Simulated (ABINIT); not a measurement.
Runs of ABINIT 10.8.3 (patched build) on BN. It takes space group Pnma (No. 62, orthorhombic). The conventional cell has a = 4.880 Å, b = 2.591 Å, c = 4.292 Å, α = 90.00°, β = 90.00°, γ = 90.00°. N (site symmetry m) has 4 B at 1.51 to 1.65 Å as nearest neighbours. B (site symmetry m) is surrounded by 4 N at 1.51 to 1.65 Å. Measurements of this composition are mostly on another form, of space group No. 194.

```tsv
task	level	potentials or basis	cell	k mesh	cutoff (eV)	fine-grid cutoff	mesh quality	gap on the mesh (eV)	pressure (GPa)	largest force (eV/Å)
band structure	r2SCAN	JTH PAW PBE v2.0	as given	3 × 5 × 3	844	1442.2 eV	coarse	6.15	-1.1	(b)
band structure	LDA	JTH PAW LDA v2.0	as given	6 × 10 × 6	707	1306.15 eV	not flagged	5.51	-11.8	(a)
band structure	PBE	JTH PAW PBE v2.0	as given	6 × 10 × 6	707	1306.15 eV	not flagged	5.65	-0.1	0.06
band structure	PBEsol	JTH PAW PBE v2.0	as given	6 × 10 × 6	707	1306.15 eV	not flagged	5.52	-4.6	0.06
single point	PBE	JTH PAW PBE v2.0	as given	6 × 10 × 6	707	1306.15 eV	not flagged	5.65	-0.1	0.06
single point	PBE	JTH PAW PBE v2.0	atoms moved at random, drawn with an rms of 0.05 Å	6 × 10 × 6	707	1306.15 eV	not flagged	5.31	2.6	3.31
```

Alike in all rows: no spin polarisation; smearing fermi-dirac 0.05 eV.

Task: Estimate the missing entries.

Result: (a) 0.13; (b) 0.09.

Caveats: some runs use coarse meshes; the atomic spheres overlap; the PAW data sets were made with another functional, which shifts forces and pressure a little (some runs).

A k mesh can miss the band edges.
